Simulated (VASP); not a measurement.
**GaSb in VASP 6.6.1, single-point calculation**

INCAR

```
LASPH = .TRUE.
NBANDS = 11
ISMEAR = -1
NELM = 98
EDIFF = 1E-7
LCHARG = .FALSE.
NELECT = 18.1
LREAL = .FALSE.
PREC = Accurate
IBRION = -1
LWAVE = .FALSE.
NSW = 0
GGA = PE
ENCUT = 520
ISIF = 2
SIGMA = 0.02
```

KPOINTS

```
KPOINTS created by Atomic Simulation Environment
0
Gamma
8 8 8
0 0 0
```

POSCAR

```
Ga Sb
 1.0000000000000000
    -0.0000000000000000    3.0658848221435004    3.0658848221435004
     3.0658848221435004    0.0000000000000000    3.0658848221435004
     3.0658848221435004    3.0658848221435004    0.0000000000000000
 Ga  Sb
   1   1
Cartesian
  0.0000000000000000 -0.0000000000000000  0.0000000000000000
  1.5329424110717502  1.5329424110717502  1.5329424110717502
```

The recommended PBE PAW datasets give the neutral cell 18 valence electrons.

Command

```
mpirun -np 1 vasp_std
```

**Question.** Predict the outcome of this run.

**Answer.** It converged. Results: pressure 5.3 GPa.

OSZICAR

```
N       E                     dE             d eps       ncg     rms          rms(c)
DAV:   1     0.752790581419E+02    0.75279E+02   -0.89536E+03   654   0.202E+03
DAV:   2    -0.113778982822E+01   -0.76417E+02   -0.74776E+02   674   0.316E+02
DAV:   3    -0.672798982060E+01   -0.55902E+01   -0.54438E+01   739   0.761E+01
DAV:   4    -0.687659469427E+01   -0.14860E+00   -0.14837E+00   797   0.119E+01
DAV:   5    -0.688036909214E+01   -0.37744E-02   -0.37736E-02   795   0.170E+00    0.314E+00
DAV:   6    -0.682314336297E+01    0.57226E-01   -0.82628E-02   778   0.508E+00    0.192E+00
DAV:   7    -0.680918975622E+01    0.13954E-01   -0.52678E-02   686   0.243E+00    0.338E-01
DAV:   8    -0.680995811637E+01   -0.76836E-03   -0.59225E-03   767   0.135E+00    0.649E-02
DAV:   9    -0.681033010502E+01   -0.37199E-03   -0.87041E-04   686   0.439E-01    0.276E-02
DAV:  10    -0.681034366447E+01   -0.13559E-04   -0.34147E-05   827   0.701E-02    0.243E-02
DAV:  11    -0.681036879987E+01   -0.25135E-04   -0.50174E-05   694   0.768E-02    0.447E-03
DAV:  12    -0.681037142471E+01   -0.26248E-05   -0.56097E-06   724   0.301E-02    0.252E-03
DAV:  13    -0.681037203062E+01   -0.60590E-06   -0.67379E-07   700   0.830E-03    0.353E-04
DAV:  14    -0.681037197304E+01    0.57575E-07   -0.21226E-08   406   0.160E-03
   1 F= -.68103720E+01 E0= -.68101118E+01  d E =-.520431E-03
```

Standard output (part)

```
POSCAR found type information on POSCAR GaSb
 POSCAR found :  2 types and       2 ions
 LDA part: xc-table for (Slater+PW92), standard interpolation
 POSCAR, INCAR and KPOINTS ok, starting setup
 WAVECAR not read
 entering main loop
 the old and the new charge density differ
    0.314E+00
```

The cell is charged and sits in a uniform background.

For comparison, a separate PBE run of the intended cell, on usual settings and not on those above, gives a gap of 0.00 eV on its mesh and a pressure of 2.1 GPa.
